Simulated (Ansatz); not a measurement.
**HfO2: random displacements**

This session takes HfO2 and sets out to see what random moves of the atoms cost.

Computed with Ansatz 0.2.0 (DFT r2SCAN, scalar-relativistic, plane waves, PAW, unless a step's input says otherwise).

## 1. Starting point

It takes space group P4_2/mnm (No. 136, tetragonal). The conventional cell has a = 4.814 Å, b = 4.814 Å, c = 3.205 Å, α = 90.00°, β = 90.00°, γ = 90.00°. Around Hf (site symmetry mmm) lie 6 O at 2.08 Å. O (site symmetry m2m) has 3 Hf at 2.08 Å as nearest neighbours.

Structure file:

```
CELL_PARAMETERS angstrom
4.81353 0.00000 0.00000
0.00000 4.81353 0.00000
0.00000 0.00000 3.20542
ATOMIC_POSITIONS crystal
Hf 0.00000 0.00000 0.00000
Hf 0.50000 0.50000 0.50000
O 0.19496 0.80504 0.50000
O 0.30504 0.30504 0.00000
O 0.69496 0.69496 0.00000
O 0.80504 0.19496 0.50000
```

It goes back to an entry of the Materials Project, which need not be the stable form.

The cell is taken as given, not relaxed at this level.

## 2. The reference cell

Reference values: F = -33752.6095 eV; pressure 3.56 GPa; largest force 0.041 eV/Å; gap on the mesh 4.59 eV. It was computed beforehand with the settings of the runs below.

## 3. Setting up random displacements

All atoms are moved at random with no net shift, in some cells together with a random strain.

## 4. Point rms move = 0.146 Å

input.yaml reads:

```yaml
crystal:
  lattice:
    - [4.7539768156, -0.0105439045, 0.1169779298]
    - [-0.0105439045, 4.6485334444, -0.1416822755]
    - [0.0778976398, -0.0943486936, 3.1768687053]
  atoms:
    - { symbol: Hf, position: [0.0121983219, 0.0008904871, -0.0108155449] }
    - { symbol: Hf, position: [0.5112226067, 0.516146197, 0.5866250272] }
    - { symbol: O, position: [0.189399611, 0.7887460659, 0.491839348] }
    - { symbol: O, position: [0.2938369266, 0.2918288337, -0.0102498659] }
    - { symbol: O, position: [0.6959796425, 0.6944358007, -0.0256616646] }
    - { symbol: O, position: [0.7973628913, 0.2079526156, 0.4682627002] }
basis:
  ecutwfc: 500
kpoints:
  mp_grid: { grid: [6, 6, 8] }
hamiltonian:
  xc: r2scan
scf:
  occupations: { method: gaussian, width: 0.05 }
output:
  forces: true
  stress: true
  eigenvalues: true
```

On the command line:

```console
> ansatz run input.yaml --threads 2 --pin off --max-ram 5120MiB --backend cpu --events-out ev --progress --plain --runs-dir out
```

The log of the run, shortened:

```text
Warning: RAYON_NUM_THREADS=2 ignored (pool sized by the plan → 2); use --threads N
[...]
Pseudopotentials: kind: paw
Pseudopotential: Hf, paw, valence charge 26, recommended cutoff 500 eV (meta_gga), Hf.paw.azcp
Pseudopotential: O, paw, valence charge 6, recommended cutoff 500 eV (meta_gga), O.paw.azcp
Functional definition: r2SCAN
[...]
Crystal: 6 atoms, lattice volume = 70.100 Å³
Basis set: ecut = 500 eV, 1763 PW (Γ), exchange–correlation on 144×144×96 points (64 copies of the dense FFT grid, shifted against one another)
Bands: 46, of which v1, the nominal top of the filled ones, is band 38 counted from 1 (37 counted from 0)
Symmetry: 1 space group operations
Space group: P1 (ITA 1), of the structure as read, at distance tolerance 4.1e-5 Å
k-points: 148 of 288 (time reversal used)
[...]
SCF iter   1: F=—  HF=-33750.597993 eV  |F-HF|=—  |Δ(HF+E_count)|=         —  Δρ=1.04e-2  dr2=5.90e-2  dr2_τ=4.96e-1  ethr=1.77e-3  ⟨swp⟩=6.0  Hψ=23155  notcnv=0  defer=29
[...]
SCF iter   9: F=-33750.699173 eV  HF=-33750.699173 eV  |F-HF|=3.50e-8  |Δ(HF+E_count)|=   9.84e-9  Δρ=9.07e-6  dr2=5.58e-8  dr2_τ=5.34e-9  ethr=1.32e-10  ⟨swp⟩=8.8  Hψ=26899  notcnv=0
[...]
SCF converged after 9 iterations
Free energy (F): -33750.699173 eV
[...]
E sigma→0 (E₀):  -33750.699173 eV
Fermi energy:    15.616329 eV
[...]
--- Forces (eV/Å), atoms counted from 1 ---
  atom   1  Hf    -1.02298745     0.12137950     0.57406509
  atom   2  Hf    -3.99869759    -3.84852975    -6.98111496
  atom   3  O     -0.08959887     0.17388709    -1.79542037
  atom   4  O      1.39159591     1.21467287     0.59417457
  atom   5  O      3.25389653     3.29132385     6.30320145
  atom   6  O      0.46565248    -0.95280948     1.30491201
[...]
--- Stress (GPa, compression-positive) ---
       30.821961      11.314352       1.600944
       11.314339      29.857680      20.767202
        1.600935      20.767205      33.131040
  P = ⅓ Tr σ = 31.2702 GPa (312.702 kbar)
--- Band table (eV; the first three rows and the last of 148) ---
[...]
```

Run time: 17 s. Hardware: 2 threads of AMD EPYC 9R45 (Zen 5), shared host; peak memory 0.8 GiB.

## 5. rms move = 0.157 Å

input.yaml reads:

```yaml
crystal:
  lattice:
    - [4.81353299, 0.0, 0.0]
    - [0.0, 4.81353299, 0.0]
    - [0.0, 0.0, 3.20541541]
  atoms:
    - { symbol: Hf, position: [-0.0303767926, 0.0051900536, -0.0240138225] }
    - { symbol: Hf, position: [0.5189586578, 0.5048970885, 0.5146176369] }
    - { symbol: O, position: [0.1915443542, 0.7973434069, 0.4768099711] }
    - { symbol: O, position: [0.3069362145, 0.2693794139, 0.0071836254] }
    - { symbol: O, position: [0.7006664681, 0.6834379417, -0.0160857434] }
    - { symbol: O, position: [0.812271098, 0.2397520955, 0.5414883325] }
basis:
  ecutwfc: 500
kpoints:
  mp_grid: { grid: [6, 6, 8] }
hamiltonian:
  xc: r2scan
scf:
  occupations: { method: gaussian, width: 0.05 }
output:
  forces: true
  stress: true
  eigenvalues: true
```

On the command line:

```console
> ansatz run input.yaml --threads 2 --pin off --max-ram 5120MiB --backend cpu --events-out ev --progress --plain --runs-dir out
```

The log of the run, shortened:

```text
Warning: RAYON_NUM_THREADS=2 ignored (pool sized by the plan → 2); use --threads N
[...]
Pseudopotentials: kind: paw
Pseudopotential: Hf, paw, valence charge 26, recommended cutoff 500 eV (meta_gga), Hf.paw.azcp
Pseudopotential: O, paw, valence charge 6, recommended cutoff 500 eV (meta_gga), O.paw.azcp
Functional definition: r2SCAN
[...]
Crystal: 6 atoms, lattice volume = 74.270 Å³
Basis set: ecut = 500 eV, 1915 PW (Γ), exchange–correlation on 144×144×96 points (64 copies of the dense FFT grid, shifted against one another)
Bands: 46, of which v1, the nominal top of the filled ones, is band 38 counted from 1 (37 counted from 0)
Symmetry: 1 space group operations
Space group: P1 (ITA 1), of the structure as read, at distance tolerance 4.2e-5 Å
k-points: 148 of 288 (time reversal used)
[...]
SCF iter   1: F=—  HF=-33751.379055 eV  |F-HF|=—  |Δ(HF+E_count)|=         —  Δρ=1.08e-2  dr2=7.35e-2  dr2_τ=4.16e-1  ethr=1.77e-3  ⟨swp⟩=6.0  Hψ=23038  notcnv=0  defer=51
[...]
SCF iter   8: F=-33751.443600 eV  HF=-33751.443600 eV  |F-HF|=4.56e-8  |Δ(HF+E_count)|=   1.30e-7  Δρ=1.06e-5  dr2=7.59e-8  dr2_τ=6.35e-9  ethr=1.32e-10  ⟨swp⟩=8.2  Hψ=28038  notcnv=0
[...]
SCF converged after 8 iterations
Free energy (F): -33751.443600 eV
[...]
E sigma→0 (E₀):  -33751.443600 eV
Fermi energy:    14.613697 eV
[...]
--- Forces (eV/Å), atoms counted from 1 ---
  atom   1  Hf     3.94139150    -0.34102696     1.18302852
  atom   2  Hf    -5.17953820    -0.16965089    -1.21837973
  atom   3  O     -1.19601094     0.67921101     0.77042618
  atom   4  O      1.03332076     1.28100516    -0.20217985
  atom   5  O     -0.04605430     0.96208654     1.54890334
  atom   6  O      1.44682116    -2.41166624    -2.08176000
[...]
--- Stress (GPa, compression-positive) ---
        4.819424      -2.943277       6.266378
       -2.943278       8.479984      -1.614304
        6.266378      -1.614302       6.421754
  P = ⅓ Tr σ = 6.5737 GPa (65.737 kbar)
--- Band table (eV; the first three rows and the last of 148) ---
[...]
```

Run time: 16 s. Hardware: 2 threads of AMD EPYC 9R45 (Zen 5), shared host; peak memory 0.81 GiB.

## 6. Point rms move = 0.165 Å

input.yaml reads:

```yaml
crystal:
  lattice:
    - [4.9631021483, -0.1003597922, 0.0428116023]
    - [-0.1003597922, 4.6737138649, 0.1892763617]
    - [0.0285089912, 0.1260424241, 3.6401733971]
  atoms:
    - { symbol: Hf, position: [-0.0078244057, -0.045377329, 0.0055359267] }
    - { symbol: Hf, position: [0.514472419, 0.5326972785, 0.4524810137] }
    - { symbol: O, position: [0.2025335424, 0.7807512812, 0.5194215077] }
    - { symbol: O, position: [0.2833746697, 0.3025576702, 0.0244741033] }
    - { symbol: O, position: [0.6933138528, 0.7226317161, -0.0113179149] }
    - { symbol: O, position: [0.8141299218, 0.206739383, 0.5094053636] }
basis:
  ecutwfc: 500
kpoints:
  mp_grid: { grid: [6, 6, 8] }
hamiltonian:
  xc: r2scan
scf:
  occupations: { method: gaussian, width: 0.05 }
output:
  forces: true
  stress: true
  eigenvalues: true
```

On the command line:

```console
> ansatz run input.yaml --threads 2 --pin off --max-ram 5120MiB --backend cpu --events-out ev --progress --plain --runs-dir out
```

The log of the run, shortened:

```text
[...]
SCF converged after 9 iterations
Free energy (F): -33749.450856 eV
[...]
E sigma→0 (E₀):  -33749.450856 eV
Fermi energy:    12.300231 eV
[...]
--- Forces (eV/Å), atoms counted from 1 ---
  atom   1  Hf     5.91860886     5.75984410    -0.46195591
  atom   2  Hf    -1.55757925    -3.85471385     0.40501362
  atom   3  O     -1.22263768     0.87326745    -0.16779109
  atom   4  O      1.50985811     1.07898970     0.46053818
  atom   5  O     -4.12739261    -3.19185099    -0.32657173
  atom   6  O     -0.52081500    -0.66550898     0.09086611
[...]
--- Stress (GPa, compression-positive) ---
       -1.987839      14.275658      -4.709022
       14.275654      -8.470489      -8.317054
       -4.709018      -8.317052     -33.513787
  P = ⅓ Tr σ = -14.6574 GPa (-146.574 kbar)
--- Band table (eV; the first three rows and the last of 148) ---
[...]
```

It took 22 s on 2 threads of AMD EPYC 9R45 (Zen 5), shared host; peak memory 0.89 GiB.

## 7. At rms move = 0.063 Å

input.yaml reads:

```yaml
crystal:
  lattice:
    - [4.7989053175, -0.0556823726, -0.0814554893]
    - [-0.0556823726, 4.815144963, 0.0020353615]
    - [-0.0542426282, 0.0013553827, 3.1301643032]
  atoms:
    - { symbol: Hf, position: [-0.011159787, 0.007466734, -0.017620728] }
    - { symbol: Hf, position: [0.4967559737, 0.498476358, 0.5078255686] }
    - { symbol: O, position: [0.2045072468, 0.8049249734, 0.5231070031] }
    - { symbol: O, position: [0.30246774, 0.3086921636, -0.0010628368] }
    - { symbol: O, position: [0.6979538434, 0.6874739203, 0.0088621657] }
    - { symbol: O, position: [0.809474983, 0.1929658505, 0.4788888274] }
basis:
  ecutwfc: 500
kpoints:
  mp_grid: { grid: [6, 6, 8] }
hamiltonian:
  xc: r2scan
scf:
  occupations: { method: gaussian, width: 0.05 }
output:
  forces: true
  stress: true
  eigenvalues: true
```

On the command line:

```console
> ansatz run input.yaml --threads 2 --pin off --max-ram 5120MiB --backend cpu --events-out ev --progress --plain --runs-dir out
```

The log of the run, shortened:

```text
Warning: RAYON_NUM_THREADS=2 ignored (pool sized by the plan → 2); use --threads N
[...]
Pseudopotentials: kind: paw
Pseudopotential: Hf, paw, valence charge 26, recommended cutoff 500 eV (meta_gga), Hf.paw.azcp
Pseudopotential: O, paw, valence charge 6, recommended cutoff 500 eV (meta_gga), O.paw.azcp
Functional definition: r2SCAN
[...]
Crystal: 6 atoms, lattice volume = 72.299 Å³
Basis set: ecut = 500 eV, 1859 PW (Γ), exchange–correlation on 144×144×96 points (64 copies of the dense FFT grid, shifted against one another)
Bands: 46, of which v1, the nominal top of the filled ones, is band 38 counted from 1 (37 counted from 0)
Symmetry: 1 space group operations
Space group: P1 (ITA 1), of the structure as read, at distance tolerance 4.2e-5 Å
k-points: 148 of 288 (time reversal used)
[...]
SCF iter   1: F=—  HF=-33752.225168 eV  |F-HF|=—  |Δ(HF+E_count)|=         —  Δρ=1.07e-2  dr2=6.59e-2  dr2_τ=4.26e-1  ethr=1.77e-3  ⟨swp⟩=5.9  Hψ=22671  notcnv=0  defer=29
[...]
SCF iter   8: F=-33752.297589 eV  HF=-33752.297589 eV  |F-HF|=2.51e-8  |Δ(HF+E_count)|=   4.78e-8  Δρ=6.72e-6  dr2=2.87e-8  dr2_τ=4.11e-9  ethr=1.32e-10  ⟨swp⟩=8.7  Hψ=28319  notcnv=0
[...]
SCF converged after 8 iterations
Free energy (F): -33752.297589 eV
[...]
E sigma→0 (E₀):  -33752.297589 eV
Fermi energy:    15.100287 eV
[...]
--- Forces (eV/Å), atoms counted from 1 ---
  atom   1  Hf     1.21486004    -1.20074896     0.40166717
  atom   2  Hf    -0.32507297     0.53004558    -0.20804026
  atom   3  O     -0.27567108     0.22063915    -0.65747459
  atom   4  O     -0.32535060    -0.60060402    -0.07926367
  atom   5  O      0.54104000     0.43770804     0.19628319
  atom   6  O     -0.82977273     0.61294800     0.34684639
[...]
--- Stress (GPa, compression-positive) ---
        8.691253       4.900121       2.729419
        4.900120       8.709795       1.420235
        2.729419       1.420237      20.291532
  P = ⅓ Tr σ = 12.5642 GPa (125.642 kbar)
--- Band table (eV; the first three rows and the last of 148) ---
[...]
```

Wall time 16 s (2 threads of AMD EPYC 9R45 (Zen 5), shared host); peak memory 0.77 GiB.

## 8. At rms move = 0.080 Å

input.yaml reads:

```yaml
crystal:
  lattice:
    - [4.81353299, 0.0, 0.0]
    - [0.0, 4.81353299, 0.0]
    - [0.0, 0.0, 3.20541541]
  atoms:
    - { symbol: Hf, position: [0.0138623348, 0.0051504096, -0.0171509483] }
    - { symbol: Hf, position: [0.4992967265, 0.502306342, 0.5253237322] }
    - { symbol: O, position: [0.1975344663, 0.7931893551, 0.5221576721] }
    - { symbol: O, position: [0.291353103, 0.3000527581, 0.0032440628] }
    - { symbol: O, position: [0.69745072, 0.6939358406, -0.0226371391] }
    - { symbol: O, position: [0.8005026493, 0.2053652947, 0.4890626205] }
basis:
  ecutwfc: 500
kpoints:
  mp_grid: { grid: [6, 6, 8] }
hamiltonian:
  xc: r2scan
scf:
  occupations: { method: gaussian, width: 0.05 }
output:
  forces: true
  stress: true
  eigenvalues: true
```

On the command line:

```console
> ansatz run input.yaml --threads 2 --pin off --max-ram 5120MiB --backend cpu --events-out ev --progress --plain --runs-dir out
```

The log of the run, shortened:

```text
Warning: RAYON_NUM_THREADS=2 ignored (pool sized by the plan → 2); use --threads N
[...]
Pseudopotentials: kind: paw
Pseudopotential: Hf, paw, valence charge 26, recommended cutoff 500 eV (meta_gga), Hf.paw.azcp
Pseudopotential: O, paw, valence charge 6, recommended cutoff 500 eV (meta_gga), O.paw.azcp
Functional definition: r2SCAN
[...]
Crystal: 6 atoms, lattice volume = 74.270 Å³
Basis set: ecut = 500 eV, 1915 PW (Γ), exchange–correlation on 144×144×96 points (64 copies of the dense FFT grid, shifted against one another)
Bands: 46, of which v1, the nominal top of the filled ones, is band 38 counted from 1 (37 counted from 0)
Symmetry: 1 space group operations
Space group: P1 (ITA 1), of the structure as read, at distance tolerance 4.2e-5 Å
k-points: 148 of 288 (time reversal used)
[...]
SCF iter   1: F=—  HF=-33752.219143 eV  |F-HF|=—  |Δ(HF+E_count)|=         —  Δρ=1.07e-2  dr2=7.08e-2  dr2_τ=4.11e-1  ethr=1.77e-3  ⟨swp⟩=5.9  Hψ=22647  notcnv=0  defer=31
[...]
SCF iter   9: F=-33752.281110 eV  HF=-33752.281110 eV  |F-HF|=2.71e-8  |Δ(HF+E_count)|=   2.39e-8  Δρ=4.50e-6  dr2=1.27e-8  dr2_τ=1.38e-9  ethr=1.32e-10  ⟨swp⟩=4.0  Hψ=24015  notcnv=0
[...]
SCF converged after 9 iterations
Free energy (F): -33752.281110 eV
[...]
E sigma→0 (E₀):  -33752.281110 eV
Fermi energy:    14.467585 eV
[...]
--- Forces (eV/Å), atoms counted from 1 ---
  atom   1  Hf    -1.90838347    -0.49078692     0.62098853
  atom   2  Hf     0.55574239    -0.43021078    -0.95682501
  atom   3  O     -0.58813668     0.84368929    -1.20960097
  atom   4  O      1.22169604     0.94347994     0.00014210
  atom   5  O     -0.06075198     0.24707241     1.27066755
  atom   6  O      0.77982632    -1.11324563     0.27462392
[...]
--- Stress (GPa, compression-positive) ---
        6.382273       0.995928      -0.071045
        0.995927       6.614384       4.049165
       -0.071045       4.049165       3.429685
  P = ⅓ Tr σ = 5.4754 GPa (54.754 kbar)
--- Band table (eV; the first three rows and the last of 148) ---
[...]
```

Wall time 18 s (2 threads of AMD EPYC 9R45 (Zen 5), shared host); peak memory 0.81 GiB.

## 9. Results of the scan

The scan, with free energies counted from the undisturbed cell:

```tsv
rms move (Å)	ΔE (meV/atom)	largest force (eV/Å)	shortest distance (Å)	pressure (GPa)	gap on the mesh (eV)
0.000	0.0	0.04	2.08	3.6	4.59
0.063	52.0	1.75	1.99	12.6	4.64
0.080	54.7	2.07	1.95	5.5	4.31
0.146	318.4	8.92	1.72	31.3	4.76
0.157	194.3	5.32	1.91	6.6	3.68
0.165	526.4	8.27	1.81	-14.7	2.92
```

## 10. What came out

| quantity | value |
| --- | --- |
| costliest cell | 526.4 meV/atom at an rms move of 0.165 Å |

The cost runs from 52.0 to 526.4 meV/atom. Energy over the square of the rms move lies between 7.9 and 19.3 eV/Å² per atom; a harmonic solid under isotropic random moves would keep it roughly constant, while strain and close contacts change it. The gap on the mesh stays between 2.92 and 4.76 eV. These runs have no spin-orbit coupling; with Hf it would split and shift bands.
